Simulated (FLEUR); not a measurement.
# TiO2 (P4_2/mnm) in FLEUR: a series of runs

One crystal, TiO2, is run at these levels: Wu-Cohen GGA; tasks: band structure, equation of state.

Program: FLEUR MaX-R8.1 (later development tree). These are calculated values, not measurements. Logs are shortened: lines on timing, memory, paths and dates and some standing lists are left out, and cuts for length are marked.

**The experiment to reproduce.**

From “Shallow Valence Band of Rutile GeO2 and P-type Doping”, 2020, arxiv:2011.08928, for a bulk crystal of TiO2 at 1.6 K: band gap 3.03 eV (direct).

The runs below are set against these values where they give the same quantity.

**1. Starting point**

It takes space group P4_2/mnm (No. 136, tetragonal). Conventional cell: a = 4.600 Å, b = 4.600 Å, c = 2.959 Å, α = 90.00°, β = 90.00°, γ = 90.00°. Around Ti (site symmetry mmm) lie 6 O at 1.95 to 1.98 Å. O (site symmetry m2m) has 3 Ti at 1.95 to 1.98 Å as nearest neighbours.

The cell is a database's computed one.

**2. Band structure, Wu-Cohen GGA**

inp.xml

```xml
<?xml version="1.0" encoding="UTF-8" standalone="no"?>
<fleurInput fleurInputVersion="0.39">
   <comment>
      TiO2                                                                                                
   </comment>
   <calculationSetup>
      <cutoffs Kmax="5.05" Gmax="15.7" GmaxXC="15.7" numbands="0"/>
      <scfLoop itmax="60" minDistance="0.00001" maxIterBroyd="15" imix="Anderson" alpha="0.05" precondParam="0.0" spinf="2.0" sdNocoIR="T"/>
      <coreElectrons ctail="T" frcor="F" kcrel="0" coretail_lmax="0"/>
      <xcFunctional name="wc" relativisticCorrections="F"/>
      <magnetism jspins="1"/>
      <soc l_soc="F" theta="0.0" phi="0.0" spav="F"/>
      <expertModes spex="0" secvar="F"/>
      <geometryOptimization l_f="F" forcealpha="1.0" forcemix="BFGS" epsdisp="0.00001" epsforce="0.00001"/>
      <ldaU l_linMix="F" mixParam="0.05" spinf="1.0"/>
   </calculationSetup>
   <cell>
      <bzIntegration valenceElectrons="48.0" mode="hist" fermiSmearingEnergy="0.00183747">
         <kPointListSelection listName="default-1"/>
         <!-- k-points included here -->
         <xi:include xmlns:xi="http://www.w3.org/2001/XInclude" href="kpts.xml"> </xi:include>
      </bzIntegration>
      <!-- symmetry operations included here -->
      <xi:include xmlns:xi="http://www.w3.org/2001/XInclude" href="sym.xml"> </xi:include>
      <bulkLattice scale="1.0">
[... 36 lines left out ...]
         <lo type="SCLO" l="2" n="3" eDeriv="2"/>
      </species>
   </atomSpecies>
   <atomGroups>
      <atomGroup species="Titanium (Ti)">
         <relPos label="                   1">.0000000000 .0000000000 1.000/2.000</relPos>
         <relPos label="                   2">1.000/2.000 1.000/2.000 .0000000000</relPos>
         <force calculate="T" relaxXYZ="TTT"/>
      </atomGroup>
      <atomGroup species="Oxygen (O)">
         <relPos label="                   3">.3043213200 .3043213200 1.000/2.000</relPos>
         <relPos label="                   4">.1956786800 -.1956786800 .0000000000</relPos>
         <relPos label="                   5">-.1956786800 .1956786800 .0000000000</relPos>
         <relPos label="                   6">-.3043213200 -.3043213200 1.000/2.000</relPos>
         <force calculate="T" relaxXYZ="TTT"/>
      </atomGroup>
   </atomGroups>
   <output dos="F" band="F" slice="F">
      <checks vchk="F" cdinf="F"/>
      <bandDOS minEnergy="-.5*Htr" maxEnergy="0.5*Htr" sigma="0.015" storeEVData="T"/>
      <vacuumDOS vacdos="F" integ="F" star="F" nstars="0" locx1="0.0" locy1="0.0" locx2="0.0" locy2="0.0" nstm="0" tworkf="0.0"/>
      <unfoldingBand unfoldBand="F" supercellX="1" supercellY="1" supercellZ="1"/>
      <plotting iplot="0" polar="F">
         <plot TwoD="T" vec1="  1.0  0.0  0.0" vec2="  0.0  1.0  0.0" vec3="  0.0  0.0  1.0" zero="  0.0  0.0  0.0" file="plot"/>
      </plotting>
      <chargeDensitySlicing numkpt="0" minEigenval="0.0" maxEigenval="0.0" nnne="0" pallst="F"/>
      <specialOutput eonly="F"/>
      <moessbauerParams electricFieldGradient="T" isomerShift="T" coreHyperfine="T" valenceHyperfine="T"/>
      <magneticCircularDichroism mcd="F" energyLo="-10.0" energyUp="0.0"/>
   </output>
  <!-- We include the file relax.xml here to enable relaxations (see documentation) -->
  <xi:include xmlns:xi="http://www.w3.org/2001/XInclude" href="relax.xml"> <xi:fallback/> </xi:include>
</fleurInput>
```

crystal.txt

```
TiO2
&input cartesian=F /
4.5998373239  0.0000000000  0.0000000000
0.0000000000  4.5998373239  0.0000000000
0.0000000000  0.0000000000  2.9592135600
1.8897261246
1.0 1.0 1.0

6
22 0.0000000000  0.0000000000  0.5000000000
22 0.5000000000  0.5000000000  0.0000000000
8 0.3043213200  0.3043213200  0.5000000000
8 0.1956786800  0.8043213200  0.0000000000
8 0.8043213200  0.1956786800  0.0000000000
8 0.6956786800  0.6956786800  0.5000000000

&kpt div1=6 div2=6 div3=9 gamma=T /
```

inp.xml (bands)

```
<?xml version="1.0" encoding="UTF-8" standalone="no"?>
<fleurInput fleurInputVersion="0.39">
   <comment>
      TiO2                                                                                                
   </comment>
   <calculationSetup>
      <cutoffs Kmax="5.05" Gmax="15.7" GmaxXC="15.7" numbands="0"/>
      <scfLoop itmax="60" minDistance="0.00001" maxIterBroyd="15" imix="Anderson" alpha="0.05" precondParam="0.0" spinf="2.0" sdNocoIR="T"/>
      <coreElectrons ctail="T" frcor="F" kcrel="0" coretail_lmax="0"/>
      <xcFunctional name="wc" relativisticCorrections="F"/>
      <magnetism jspins="1"/>
      <soc l_soc="F" theta="0.0" phi="0.0" spav="F"/>
      <expertModes spex="0" secvar="F"/>
      <geometryOptimization l_f="F" forcealpha="1.0" forcemix="BFGS" epsdisp="0.00001" epsforce="0.00001"/>
      <ldaU l_linMix="F" mixParam="0.05" spinf="1.0"/>
   </calculationSetup>
   <cell>
      <bzIntegration valenceElectrons="48.0" mode="hist" fermiSmearingEnergy="0.00183747">
         <kPointListSelection listName="path-1"/>
         <!-- k-points included here -->
         <xi:include xmlns:xi="http://www.w3.org/2001/XInclude" href="kpts.xml"> </xi:include>
      </bzIntegration>
      <!-- symmetry operations included here -->
      <xi:include xmlns:xi="http://www.w3.org/2001/XInclude" href="sym.xml"> </xi:include>
[... 37 lines left out ...]
         <lo type="SCLO" l="2" n="3" eDeriv="2"/>
      </species>
   </atomSpecies>
   <atomGroups>
      <atomGroup species="Titanium (Ti)">
         <relPos label="                   1">.0000000000 .0000000000 1.000/2.000</relPos>
         <relPos label="                   2">1.000/2.000 1.000/2.000 .0000000000</relPos>
         <force calculate="T" relaxXYZ="TTT"/>
      </atomGroup>
      <atomGroup species="Oxygen (O)">
         <relPos label="                   3">.3043213200 .3043213200 1.000/2.000</relPos>
         <relPos label="                   4">.1956786800 -.1956786800 .0000000000</relPos>
         <relPos label="                   5">-.1956786800 .1956786800 .0000000000</relPos>
         <relPos label="                   6">-.3043213200 -.3043213200 1.000/2.000</relPos>
         <force calculate="T" relaxXYZ="TTT"/>
      </atomGroup>
   </atomGroups>
   <output dos="F" band="T" slice="F">
      <checks vchk="F" cdinf="F"/>
      <bandDOS minEnergy="-.5*Htr" maxEnergy="0.5*Htr" sigma="0.015" storeEVData="T"/>
      <vacuumDOS vacdos="F" integ="F" star="F" nstars="0" locx1="0.0" locy1="0.0" locx2="0.0" locy2="0.0" nstm="0" tworkf="0.0"/>
      <unfoldingBand unfoldBand="F" supercellX="1" supercellY="1" supercellZ="1"/>
      <plotting iplot="0" polar="F">
         <plot TwoD="T" vec1="  1.0  0.0  0.0" vec2="  0.0  1.0  0.0" vec3="  0.0  0.0  1.0" zero="  0.0  0.0  0.0" file="plot"/>
      </plotting>
      <chargeDensitySlicing numkpt="0" minEigenval="0.0" maxEigenval="0.0" nnne="0" pallst="F"/>
      <specialOutput eonly="F"/>
      <moessbauerParams electricFieldGradient="T" isomerShift="T" coreHyperfine="T" valenceHyperfine="T"/>
      <magneticCircularDichroism mcd="F" energyLo="-10.0" energyUp="0.0"/>
   </output>
  <!-- We include the file relax.xml here to enable relaxations (see documentation) -->
  <xi:include xmlns:xi="http://www.w3.org/2001/XInclude" href="relax.xml"> <xi:fallback/> </xi:include>
</fleurInput>
```

Potentials or basis: all-electron, FLAPW.

The run is started by

```
> inpgen -f crystal.txt -profile fastHighL
> # inp.xml edited to the form shown
> fleur_MPI
> fleur_MPI   # second run, on inp.xml (bands)
```

Output:

```text
Welcome to FLEUR        (www.flapw.de)
      MaX-Release 8.1          (www.max-centre.eu)

 ========== k-point set info ==========
 Selected k-point list: default-1
 k-point list type: mesh
 6 x 6 x 9
 Number of k points: 50

 ------------Calculation Setup---------------------------
 Number of MPI-tasks      :            1
 Number of PE/node        :            1
 Number of OMP-threads    :            1
 Most efficient MPI parallelization for:
           1           2           5          10          25          50
 Additional eigenvalue parallelization possible
 Number of basis functions:         1142
 Approximate size of matrices (H+S) per k-point:         0.019 GB
 --------------------------------------------------------
 Iteration:     1   Distance:      35.66561258 me/bohr^3
 Iteration:     2   Distance:      29.76997322 me/bohr^3
 Iteration:     3   Distance:      10.93277108 me/bohr^3
 Iteration:     4   Distance:      11.64192147 me/bohr^3
 Iteration:     5   Distance:       3.61188848 me/bohr^3
 Iteration:     6   Distance:       1.27623884 me/bohr^3
 Iteration:     7   Distance:       0.93363599 me/bohr^3
 Iteration:     8   Distance:       0.67729760 me/bohr^3
 Iteration:     9   Distance:       0.09574166 me/bohr^3
 Iteration:    10   Distance:       0.17441753 me/bohr^3
 Iteration:    11   Distance:       0.04713167 me/bohr^3
 Iteration:    12   Distance:       0.01612605 me/bohr^3
 Iteration:    13   Distance:       0.00248558 me/bohr^3
 Iteration:    14   Distance:       0.00025018 me/bohr^3
 Iteration:    15   Distance:       0.00029301 me/bohr^3
 Iteration:    16   Distance:       0.00021974 me/bohr^3
 Iteration:    17   Distance:       0.00007423 me/bohr^3
 Iteration:    18   Distance:       0.00001366 me/bohr^3
 Iteration:    19   Distance:       0.00000295 me/bohr^3

 ********************************************************************
 Run finished successfully
 Stop message:
   all done
 ********************************************************************
```

It took 7.7 min on 1 thread of Arm Neoverse V1, shared host; peak memory 0.1 GiB.

Results:

| Quantity | Value |
| --- | --- |
| Free energy | -54637.6376 eV |
| Band gap on the k mesh | 1.82 eV, direct |
| Band gap along the path | 1.82 eV, direct |
| Valence electrons inside the program's atomic spheres | Ti 9.26; O 4.81 (radii Ti 1.94, O 1.48 bohr) |

Levels at the corners of the path, in eV from the valence-band top:
```csv
point,band 22,band 23,band 24,band 25,band 26,band 27
Γ,-0.46,-0.46,0.00,1.82,2.10,2.36
X,-1.66,-0.75,-0.75,2.49,2.49,2.99
M,-1.32,-1.09,-1.09,1.86,1.86,2.48
Γ,-0.46,-0.46,0.00,1.82,2.10,2.36
Z,-2.41,-1.44,-1.44,2.95,2.95,3.15
R,-2.06,-1.05,-1.05,1.86,1.86,3.17
A,-1.30,-0.68,-0.68,2.56,2.56,3.17
Z,-2.41,-1.44,-1.44,2.95,2.95,3.15
X,-1.66,-0.75,-0.75,2.49,2.49,2.99
R,-2.06,-1.05,-1.05,1.86,1.86,3.17
M,-1.32,-1.09,-1.09,1.86,1.86,2.48
A,-1.30,-0.68,-0.68,2.56,2.56,3.17
```

Core levels (eV from the Fermi level):
| atom | levels |
| --- | --- |
| 1 Ti | 1s1/2 -4860.4, 2s1/2 -531.3, 2p1/2 -442.8, 2p3/2 -437.0 |
| 2 Ti | 1s1/2 -4860.4, 2s1/2 -531.3, 2p1/2 -442.8, 2p3/2 -437.0 |
| 3 O | 1s1/2 -503.7 |
| 4 O | 1s1/2 -503.7 |
| 5 O | 1s1/2 -503.7 |
| 6 O | 1s1/2 -503.7 |

**3. Equation of state, Wu-Cohen GGA, 9.81 Å³/atom (volume scaled by 0.94)**

Changes to inp.xml since step 2:

```diff
@@ -6,3 +6,3 @@
    <calculationSetup>
-      <cutoffs Kmax="5.05" Gmax="15.7" GmaxXC="15.7" numbands="0"/>
+      <cutoffs Kmax="5.21" Gmax="16.2" GmaxXC="16.2" numbands="0"/>
       <scfLoop itmax="60" minDistance="0.00001" maxIterBroyd="15" imix="Anderson" alpha="0.05" precondParam="0.0" spinf="2.0" sdNocoIR="T"/>
@@ -24,3 +24,3 @@
       <xi:include xmlns:xi="http://www.w3.org/2001/XInclude" href="sym.xml"> </xi:include>
-      <bulkLattice scale="1.0">
+      <bulkLattice scale="0.9795861087">
          <bravaisMatrix>
@@ -34,3 +34,3 @@
       <species name="Titanium (Ti)" element="Ti" atomicNumber="22">
-         <mtSphere radius="1.94" gridPoints="641" logIncrement="0.018"/>
+         <mtSphere radius="1.88" gridPoints="641" logIncrement="0.018"/>
          <atomicCutoffs lmax="8" lnonsphr="6"/>
@@ -50,3 +50,3 @@
       <species name="Oxygen (O)" element="O" atomicNumber="8">
-         <mtSphere radius="1.48" gridPoints="489" logIncrement="0.022"/>
+         <mtSphere radius="1.44" gridPoints="489" logIncrement="0.022"/>
          <atomicCutoffs lmax="8" lnonsphr="6"/>
```

Potentials or basis: all-electron, FLAPW.

The run is started by

```
> inpgen -f crystal.txt -profile fastHighL
> # inp.xml edited to the form shown
> fleur_MPI
```

Output:

```text
Welcome to FLEUR        (www.flapw.de)
      MaX-Release 8.1          (www.max-centre.eu)

 ========== k-point set info ==========
 Selected k-point list: default-1
 k-point list type: mesh
 6 x 6 x 9
 Number of k points: 50

 ------------Calculation Setup---------------------------
 Number of MPI-tasks      :            1
 Number of PE/node        :            1
 Number of OMP-threads    :            1
 Most efficient MPI parallelization for:
           1           2           5          10          25          50
 Additional eigenvalue parallelization possible
 Number of basis functions:         1182
 Approximate size of matrices (H+S) per k-point:         0.021 GB
 --------------------------------------------------------
 Iteration:     1   Distance:      36.79283048 me/bohr^3
 Iteration:     2   Distance:      30.84108585 me/bohr^3
 Iteration:     3   Distance:      10.85790537 me/bohr^3
 Iteration:     4   Distance:      11.37986045 me/bohr^3
 Iteration:     5   Distance:       3.81897963 me/bohr^3
 Iteration:     6   Distance:       1.72046766 me/bohr^3
 Iteration:     7   Distance:       0.85570701 me/bohr^3
 Iteration:     8   Distance:       0.58185115 me/bohr^3
 Iteration:     9   Distance:       0.07380999 me/bohr^3
 Iteration:    10   Distance:       0.15462206 me/bohr^3
 Iteration:    11   Distance:       0.04402938 me/bohr^3
 Iteration:    12   Distance:       0.01671012 me/bohr^3
 Iteration:    13   Distance:       0.00168247 me/bohr^3
 Iteration:    14   Distance:       0.00010291 me/bohr^3
 Iteration:    15   Distance:       0.00021622 me/bohr^3
 Iteration:    16   Distance:       0.00016785 me/bohr^3
 Iteration:    17   Distance:       0.00006797 me/bohr^3
 Iteration:    18   Distance:       0.00001073 me/bohr^3
 Iteration:    19   Distance:       0.00000198 me/bohr^3

 ********************************************************************
 Run finished successfully
 Stop message:
   all done
 ********************************************************************
```

Wall time 7.4 min (1 thread of Arm Neoverse V1, shared host); peak memory 0.11 GiB.

What came out:

```
Free energy                                           : -54637.5228 eV
Band gap on the k mesh                                : 1.97 eV, direct
Valence electrons inside the program's atomic spheres : Ti 9.16; O 4.70 (radii Ti 1.88, O 1.44 bohr)
```

Caveat: an odd mesh through Γ misses points on the zone boundary, where band edges often lie.

**4. Equation of state, Wu-Cohen GGA, 10.02 Å³/atom (volume scaled by 0.96)**

Changes to inp.xml since step 3:

```diff
@@ -24,3 +24,3 @@
       <xi:include xmlns:xi="http://www.w3.org/2001/XInclude" href="sym.xml"> </xi:include>
-      <bulkLattice scale="0.9795861087">
+      <bulkLattice scale="0.9864848297">
          <bravaisMatrix>
```

The run is started by

```
> inpgen -f crystal.txt -profile fastHighL
> # inp.xml edited to the form shown
> fleur_MPI
```

Run time: 7.9 min. Hardware: 1 thread of Arm Neoverse V1, shared host; peak memory 0.11 GiB.

Results (log left out):

```yaml
Free_energy: -54637.6083 eV
Band_gap_on_the_k_mesh: 1.92 eV, direct
Valence_electrons_inside_the_program's_atomic_spheres: Ti 9.13; O 4.69 (radii Ti 1.88, O 1.44 bohr)
```

Caveat: an odd mesh through Γ misses points on the zone boundary, where band edges often lie.

**5. Equation of state, Wu-Cohen GGA, 10.44 Å³/atom**

Changes to inp.xml since step 4:

```diff
@@ -24,3 +24,3 @@
       <xi:include xmlns:xi="http://www.w3.org/2001/XInclude" href="sym.xml"> </xi:include>
-      <bulkLattice scale="0.9864848297">
+      <bulkLattice scale="1.0000000000">
          <bravaisMatrix>
```

The run is started by

```
> inpgen -f crystal.txt -profile fastHighL
> # inp.xml edited to the form shown
> fleur_MPI
```

It took 8.6 min on 1 thread of Arm Neoverse V1, shared host; peak memory 0.12 GiB.

It converged, with:

| Property | Result |
| --- | --- |
| Free energy | -54637.6464 eV |
| Band gap on the k mesh | 1.82 eV, direct |
| Valence electrons inside the program's atomic spheres | Ti 9.10; O 4.67 (radii Ti 1.88, O 1.44 bohr) |

Caveat: an odd mesh through Γ misses points on the zone boundary, where band edges often lie.

**6. Equation of state, Wu-Cohen GGA, 10.85 Å³/atom (volume scaled by 1.04)**

Changes to inp.xml since step 5:

```diff
@@ -24,3 +24,3 @@
       <xi:include xmlns:xi="http://www.w3.org/2001/XInclude" href="sym.xml"> </xi:include>
-      <bulkLattice scale="1.0000000000">
+      <bulkLattice scale="1.0131594038">
          <bravaisMatrix>
```

Potentials or basis: all-electron, FLAPW.

The run is started by

```
> inpgen -f crystal.txt -profile fastHighL
> # inp.xml edited to the form shown
> fleur_MPI
```

Wall time 9.6 min (1 thread of Arm Neoverse V1, shared host); peak memory 0.12 GiB.

Results (log left out):

```
Free energy                                           : -54637.5374 eV
Band gap on the k mesh                                : 1.73 eV, direct
Valence electrons inside the program's atomic spheres : Ti 9.06; O 4.65 (radii Ti 1.88, O 1.44 bohr)
```

Caveat: an odd mesh through Γ misses points on the zone boundary, where band edges often lie.

**7. Equation of state, Wu-Cohen GGA, 11.06 Å³/atom (volume scaled by 1.06)**

Changes to inp.xml since step 6:

```diff
@@ -24,3 +24,3 @@
       <xi:include xmlns:xi="http://www.w3.org/2001/XInclude" href="sym.xml"> </xi:include>
-      <bulkLattice scale="1.0131594038">
+      <bulkLattice scale="1.0196128224">
          <bravaisMatrix>
```

The run is started by

```
> inpgen -f crystal.txt -profile fastHighL
> # inp.xml edited to the form shown
> fleur_MPI
```

It took 10 min on 1 thread of Arm Neoverse V1, shared host; peak memory 0.12 GiB.

Results (log left out):

| Property | Result |
| --- | --- |
| Free energy | -54637.4369 eV |
| Band gap on the k mesh | 1.68 eV, direct |
| Valence electrons inside the program's atomic spheres | Ti 9.05; O 4.64 (radii Ti 1.88, O 1.44 bohr) |

Caveat: an odd mesh through Γ misses points on the zone boundary, where band edges often lie.

**8. Equation of state, Wu-Cohen GGA**

No new run: the results of the series are fitted here.

Results:

```
Equilibrium volume                        : 10.32 Å³/atom
Bulk modulus at fixed shape and positions : 246 GPa
Pressure derivative of the bulk modulus   : 4.5 (rough: it moves with the points fitted)
```

Energy against volume, from the lowest point:
```
volume (Å³/atom)  energy (meV/atom)
           9.809              20.60
          10.018               6.34
          10.435               0.00
          10.853              18.15
          11.062              34.90
```

Caveat: the cell was scaled at fixed shape and fractional positions, which overstates the stiffness of a crystal with free parameters, most of all of layers and chains.

**9. Comparison with measurements**

Step 2. Measured gap of TiO2: 3.03 eV (direct; 1.6 K; quoted in “Shallow Valence Band of Rutile GeO2 and P-type Doping”, 2020, arxiv:2011.08928). This calculation gives 1.82 eV (-1.21 eV). 2 values of this kind are on record in papers (3.03 to 3.05 eV); this one was drawn at random among those near their median. The value is that of Wu-Cohen GGA, without temperature or zero-point motion. The cell is a database's relaxed one, not the measured one, which moves gaps too.
